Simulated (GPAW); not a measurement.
# Ta (P6_3/mmc) in GPAW: convergence with plane-wave cutoff (eV)

Aim: find how far plane-wave cutoff (eV) must go before the results for Ta settle, at LDA. This setting moves, with any that are tied to it; all else stays.

Everything below comes from runs of GPAW 26.7.0. Logs are shortened: lines on timing, memory, paths and dates and some standing lists are left out, and cuts for length are marked. The log counts tension as positive stress, the text compression.

**1. The crystal as given**

Symmetry: P6_3/mmc, No. 194, hexagonal system. The conventional cell has a = 2.900 Å, b = 2.900 Å, c = 5.166 Å, α = 90.00°, β = 90.00°, γ = 120.00°. Ta (site symmetry -6m2) has 12 Ta at 2.90 to 3.08 Å as nearest neighbours.

This isn't the form of Ta at room conditions, which is bcc.

**2. With plane-wave cutoff (eV) 200**

File run.py:

```python
from ase import Atoms
from ase.dft.bandgap import bandgap
from ase.io import write
from ase.units import GPa
from gpaw import GPAW, PW

atoms = Atoms(['Ta', 'Ta'],
              cell=[[2.9003720726, 0.0, 0.0],
                    [-1.4501860363, 2.5117958953, 0.0],
                    [0.0, 0.0, 5.166274]],
              scaled_positions=[[0.3333333333, 0.6666666667, 0.25],
                                [0.6666666667, 0.3333333333, 0.75]],
              pbc=True)

calc = GPAW(mode=PW(200),
            xc='LDA',
            kpts={'size': (8, 8, 4), 'gamma': True},
            occupations={'name': 'fermi-dirac', 'width': 0.05},
            nbands=26,
            convergence={'density': 1e-05, 'energy': 1e-05},
            maxiter=100,
            txt='gpaw.txt')
atoms.calc = calc
energy = atoms.get_potential_energy()
forces = atoms.get_forces()
stress = atoms.get_stress()
calc.write('gs.gpw')
write('result.traj', atoms)
print(f'Energy: {energy:.6f} eV')
print('Forces (eV/A):')
print(forces.round(4))
print('Stress (GPa):', (stress / GPa).round(3))
print('Fermi level:', round(calc.get_fermi_level(), 4), 'eV')
print(f'Gap: {bandgap(calc)[0]:.4f} eV, direct: {bandgap(calc, direct=True)[0]:.4f} eV')
```

Potentials or basis: the program's PAW data sets (release 1.2.1) made for this functional, pw.

Launch:

```
$ OMP_NUM_THREADS=1 python run.py
```

Wall time 6.8 s (1 thread of Arm Neoverse V1, shared host); peak memory 0.12 GiB.

What came out:

```
Free energy            : -20.3729 eV
Pressure               : -18.4 GPa
Band gap on the k mesh : none (metal or under the smearing width)
```

**3. With plane-wave cutoff (eV) 250**

Changes to run.py since step 2:

```diff
@@ -14,3 +14,3 @@
 
-calc = GPAW(mode=PW(200),
+calc = GPAW(mode=PW(250),
             xc='LDA',
```

Potentials or basis: the program's PAW data sets (release 1.2.1) made for this functional, pw.

Launch:

```
$ OMP_NUM_THREADS=1 python run.py
```

Wall time 8.4 s (1 thread of Arm Neoverse V1, shared host); peak memory 0.13 GiB.

Results:

- Free energy: -20.8432 eV
- Pressure: -16.8 GPa
- Band gap on the k mesh: none (metal or under the smearing width)

**4. With plane-wave cutoff (eV) 300**

Changes to run.py since step 3:

```diff
@@ -14,3 +14,3 @@
 
-calc = GPAW(mode=PW(250),
+calc = GPAW(mode=PW(300),
             xc='LDA',
```

Launch:

```
$ OMP_NUM_THREADS=1 python run.py
```

Wall time 9.3 s (1 thread of Arm Neoverse V1, shared host); peak memory 0.13 GiB.

Results:

```yaml
Free_energy: -21.0751 eV
Pressure: -14.2 GPa
Band_gap_on_the_k_mesh: none (metal or under the smearing width)
```

**5. With plane-wave cutoff (eV) 350**

Changes to run.py since step 4:

```diff
@@ -14,3 +14,3 @@
 
-calc = GPAW(mode=PW(300),
+calc = GPAW(mode=PW(350),
             xc='LDA',
```

Launch:

```
$ OMP_NUM_THREADS=1 python run.py
```

Run time: 11 s. Hardware: 1 thread of Arm Neoverse V1, shared host; peak memory 0.14 GiB.

Results:

```
Free energy            : -21.1639 eV
Pressure               : -12.8 GPa
Band gap on the k mesh : none (metal or under the smearing width)
```

**6. With plane-wave cutoff (eV) 400**

Changes to run.py since step 5:

```diff
@@ -14,3 +14,3 @@
 
-calc = GPAW(mode=PW(350),
+calc = GPAW(mode=PW(400),
             xc='LDA',
```

Potentials or basis: the program's PAW data sets (release 1.2.1) made for this functional, pw.

Launch:

```
$ OMP_NUM_THREADS=1 python run.py
```

It took 12 s on 1 thread of Arm Neoverse V1, shared host; peak memory 0.14 GiB.

Results:

```
Free energy            : -21.1953 eV
Pressure               : -12.3 GPa
Band gap on the k mesh : none (metal or under the smearing width)
```

**7. With plane-wave cutoff (eV) 500**

Changes to run.py since step 6:

```diff
@@ -14,3 +14,3 @@
 
-calc = GPAW(mode=PW(400),
+calc = GPAW(mode=PW(500),
             xc='LDA',
```

Launch:

```
$ OMP_NUM_THREADS=1 python run.py
```

It took 16 s on 1 thread of Arm Neoverse V1, shared host; peak memory 0.15 GiB.

The run converged. Its results:

- Free energy: -21.2144 eV
- Pressure: -11.9 GPa
- Band gap on the k mesh: none (metal or under the smearing width)

**8. With plane-wave cutoff (eV) 600**

Changes to run.py since step 7:

```diff
@@ -14,3 +14,3 @@
 
-calc = GPAW(mode=PW(500),
+calc = GPAW(mode=PW(600),
             xc='LDA',
```

Launch:

```
$ OMP_NUM_THREADS=1 python run.py
```

Run time: 23 s. Hardware: 1 thread of Arm Neoverse V1, shared host; peak memory 0.16 GiB.

Results (log left out):

* Free energy: -21.2180 eV
* Pressure: -11.8 GPa
* Band gap on the k mesh: none (metal or under the smearing width)

**9. With plane-wave cutoff (eV) 800**

Changes to run.py since step 8:

```diff
@@ -14,3 +14,3 @@
 
-calc = GPAW(mode=PW(600),
+calc = GPAW(mode=PW(800),
             xc='LDA',
```

Potentials or basis: the program's PAW data sets (release 1.2.1) made for this functional, pw.

Launch:

```
$ OMP_NUM_THREADS=1 python run.py
```

Wall time 30 s (1 thread of Arm Neoverse V1, shared host); peak memory 0.19 GiB.

The run converged. Its results:

* Free energy: -21.2188 eV
* Pressure: -11.8 GPa
* Band gap on the k mesh: none (metal or under the smearing width)

**10. With plane-wave cutoff (eV) 1000**

Changes to run.py since step 9:

```diff
@@ -14,3 +14,3 @@
 
-calc = GPAW(mode=PW(800),
+calc = GPAW(mode=PW(1000),
             xc='LDA',
```

Potentials or basis: the program's PAW data sets (release 1.2.1) made for this functional, pw.

Launch:

```
$ OMP_NUM_THREADS=1 python run.py
```

gpaw.txt:

```text
__  _  _
 | _ |_)|_||  |
 |__||  | ||/\| - 26.7.0

Input parameters:
  mode=PW(ecut=1000.0),
  convergence={'density': 1e-05, 'energy': 1e-05},
  kpts=MonkhorstPack(size=(8, 8, 4), gamma=True),
  maxiter=100,
  nbands=26,
  occupations=Occupations(name='fermi-dirac', width=0.05),
  xc=XC(name='LDA')

Diagonalizing LCAO Hamiltonian
Converting LCAO to pw mode

          Ta

        Ta

Atoms  # Å, Bohr magnetons
|   | symbol |         x |        y |        z |    initial magnetic moments |
|---|--------|-----------|----------|----------|-----------------------------|
| 0 |     Ta | -0.000000 | 1.674531 | 1.291568 | ( 0.0000,  0.0000,  0.0000) |
| 1 |     Ta |  1.450186 | 0.837265 | 3.874705 | ( 0.0000,  0.0000,  0.0000) |

Unit cell  # Å
| periodic |         x |        y |        z |  lengths |     angles |
|----------|-----------|----------|----------|----------|------------|
|      yes |  2.900372 | 0.000000 | 0.000000 | 2.900372 |  90.000000 |
|      yes | -1.450186 | 2.511796 | 0.000000 | 2.900372 |  90.000000 |
|      yes |  0.000000 | 0.000000 | 5.166274 | 5.166274 | 120.000000 |

Number of symmetries: 12
Symmetry operations  # r_c * U_cc + t_c -> r_c
|    | kind |            matrix            |
|----|------|------------------------------|
|  0 |  σ   |  1, 1, 0,  0,-1, 0,  0, 0, 1 |
|  1 |  S6  |  1, 1, 0, -1, 0, 0,  0, 0,-1 |
|  2 |  E   |  1, 0, 0,  0, 1, 0,  0, 0, 1 |
|  3 |  C2  |  1, 0, 0, -1,-1, 0,  0, 0,-1 |
|  4 |  C2  |  0, 1, 0,  1, 0, 0,  0, 0,-1 |
|  5 |  C3  |  0, 1, 0, -1,-1, 0,  0, 0, 1 |
|  6 |  S6  |  0,-1, 0,  1, 1, 0,  0, 0,-1 |
|  7 |  σ   |  0,-1, 0, -1, 0, 0,  0, 0, 1 |
|  8 |  σ   | -1, 0, 0,  1, 1, 0,  0, 0, 1 |
|  9 |  i   | -1, 0, 0,  0,-1, 0,  0, 0,-1 |
| 10 |  C3  | -1,-1, 0,  1, 0, 0,  0, 0, 1 |
| 11 |  C2  | -1,-1, 0,  0, 1, 0,  0, 0,-1 |

BZ-sampling:
  Number of BZ points: 256
  Number of IBZ points: 35

  Monkhorst-Pack size: [8, 8, 4]
  Monkhorst-Pack shift: [0.0625, 0.0625, 0.125]

K-points  # in reciprocal-cell coordinates
|     |                                coordinates |     weight |
|-----|--------------------------------------------|------------|
|   0 | (  0.00000000,   0.00000000,   0.00000000) | 0.00390625 |
|   1 | (  0.00000000,   0.00000000,   0.25000000) | 0.00781250 |
|   2 | (  0.00000000,   0.00000000,   0.50000000) | 0.00390625 |
|   3 | (  0.12500000,   0.00000000,  -0.25000000) | 0.02343750 |
|   4 | (  0.12500000,   0.00000000,   0.00000000) | 0.02343750 |
|   5 | (  0.12500000,   0.00000000,   0.25000000) | 0.02343750 |
|   6 | (  0.12500000,   0.00000000,   0.50000000) | 0.02343750 |
|   7 | (  0.25000000,  -0.12500000,   0.00000000) | 0.02343750 |
|   8 | (  0.25000000,  -0.12500000,   0.25000000) | 0.04687500 |
|   9 | (  0.25000000,  -0.12500000,   0.50000000) | 0.02343750 |
| ... |                                            |            |
|  34 | (  0.50000000,   0.50000000,   0.50000000) | 0.01171875 |

Plane wave coefficients: 2726
Cutoff: 1000.0 eV

Spin-components: 1 (collinear spins)
Bands:           26
Projectors:      12
Spin-degeneracy: 2
Datatype:        complex128

Parallelization:
  kpt:    1
  domain: 1
  band:   1

Density:
  Valence electrons: 26.0
  Components: 1
  Grid points: [24 24 40]
  Charge: 0.0  # |e|

Potential:
  Grid points: [24 24 40]

species:
  Ta:
    name:    Tantalum
    Z:       73.0
    valence: 13
    core:    60
    charge:  0.0  # [|e|]
    compensation charges:
      type: gauss
      rc: 0.42  # [Å]
      lmax: 2
    cutoffs:
      filter: 2.36  # [Å]
      core: 3.45  # [Å]
    projectors
    | kind |    occ | energy [eV] | rcut [Å] |
    |------|--------|-------------|----------|
    |   5s |  2.000 |     -72.979 |    1.365 |
    |   6s |  2.000 |      -5.599 |    1.365 |
    |   5p |  6.000 |     -39.590 |    1.349 |
    |   6p |  0.000 |      -1.483 |    1.349 |
    |   5d |  3.000 |      -3.794 |    1.307 |
    |    d |        |      23.417 |    1.307 |

    Using partial waves for Ta as LCAO basis

Reference energy: -847844.639163  # eV

eigensolver:
  PPCG
  Converge bands: occupied
  niter=2

density mixing:
  MSR1-Mixer
  Pratt-step length: 0.05
  Maximum mixing coefficient: 0.75
  Old densities: 10
  SVD Regularization: 0.005
  Good broyden scale: 1.0
  Trust region scale: 1.0
  Backstep threshold: 4.0
  History deletion threshold: 6.0
  Fourier metric: weight=20.0, sigma=0.015

occupation numbers:
  Fermi-Dirac:
    width: 0.0500  # eV

poisson solver:
  ecut: 8000.0  # eV

xc functional:
  name: None

convergence criteria:
- Maximum integral of absolute [dens]ity change: 1e-05 electrons / valence electron
- Maximum [total energy] change in last 3 cyles: 1e-05 eV / valence electron
- Maximum integral of absolute [eigenst]ate change: 4e-08 eV^2 / valence electron
maximum number of iterations: 100

SCF iterations
|iter     | |      energy | eigst |  dens |
|---------|-|-------------|-------|-------|
|iter:   1| |  -21.551330 | -0.06 |       |
|iter:   2| |  -21.499504 | -2.41 | -1.29 |
|iter:   3| |  -21.203037 | -1.69 | -1.32 |
|iter:   4| |  -21.207752 | -3.70 | -2.01 |
|iter:   5| |  -21.209798 | -4.41 | -2.33 |
|iter:   6| |  -21.209810 | -6.40 | -3.47 |
|iter:   7| |  -21.209811c| -7.81c| -4.06 |
|iter:   8| |  -21.209811c| -7.88c| -4.80 |
|iter:   9| |  -21.209811c| -8.84c| -5.68c|

Converged in 9 steps
Energy contributions relative to reference atoms: (reference = -847844.639163)

Energy contributions:
  Kinetic:           4.823954
  Coulomb:          -6.918647
  Zero:             -0.552272
  External:          0.000000
  Xc:              -18.553899
  Entropy:          -0.017894
  Spinorbit:         0.000000
  ----------------------------
  Free energy:     -21.218758
  Extrapolated:    -21.209811

dipole moment: (-0.000002, -0.000003, -0.000007)  # |e|*Ang

Fermi level: 11.213
Eigenvalues  # (at kpt = [0.000, 0.000, 0.000])
| band index |      eig [eV] | occ [0-2] |
|------------|---------------|-----------|
|          0 |       -56.157 |     2.000 |
|        ... |               |           |
|          3 |       -22.473 |     2.000 |
|          4 |       -22.368 |     2.000 |
|          5 |       -22.368 |     2.000 |
|          6 |       -22.287 |     2.000 |
|          7 |       -22.287 |     2.000 |
|          8 |         3.192 |     2.000 |
[... 8 lines left out ...]
|         17 |        14.150 |     0.000 |
|         18 |        16.285 |     0.000 |
|        ... |               |           |
|         25 |        31.875 |     0.000 |

No gap
No difference between direct/indirect transitions

Forces  # eV/Ang
|        x |        y |        z |
|----------|----------|----------|
| -0.00000 |  0.00000 |  0.00000 |  # Ta   0
|  0.00000 | -0.00000 | -0.00000 |  # Ta   1

Stress tensor  # eV/Ang^3
|        x |        y |        z |
|----------|----------|----------|
| 0.076262 | 0.000000 | 0.000000 |
| 0.000000 | 0.076262 | 0.000000 |
| 0.000000 | 0.000000 | 0.068832 |

# Writing to gs.gpw (mode='')
```

Wall time 44 s (1 thread of Arm Neoverse V1, shared host); peak memory 0.23 GiB.

What came out:

* Free energy: -21.2188 eV
* Pressure: -11.8 GPa
* Band gap on the k mesh: none (metal or under the smearing width)

**11. Summary**

| plane-wave cutoff (eV) | energy less the tightest run, at zero smearing (meV/atom) | pressure (GPa) | SCF cycles | CPU time (s) | peak memory (GiB) |
| --- | --- | --- | --- | --- | --- |
| 200 | 422.88 | -18.38 | 9 | 6.8 | 0.12 |
| 250 | 187.70 | -16.79 | 10 | 8.4 | 0.13 |
| 300 | 71.80 | -14.19 | 10 | 9.3 | 0.13 |
| 350 | 27.45 | -12.79 | 9 | 11 | 0.14 |
| 400 | 11.75 | -12.27 | 9 | 12 | 0.14 |
| 500 | 2.19 | -11.93 | 10 | 16 | 0.15 |
| 600 | 0.37 | -11.85 | 9 | 23 | 0.16 |
| 800 | 0.00 | -11.82 | 10 | 30 | 0.19 |
| 1000 | 0.00 | -11.82 | 9 | 44 | 0.23 |

Against the tightest run, the energy stays within 1 meV/atom from 600 on; the pressure stays within 0.1 GPa from 600 on. The tightest run that finished is the yardstick and may itself not be fully converged.
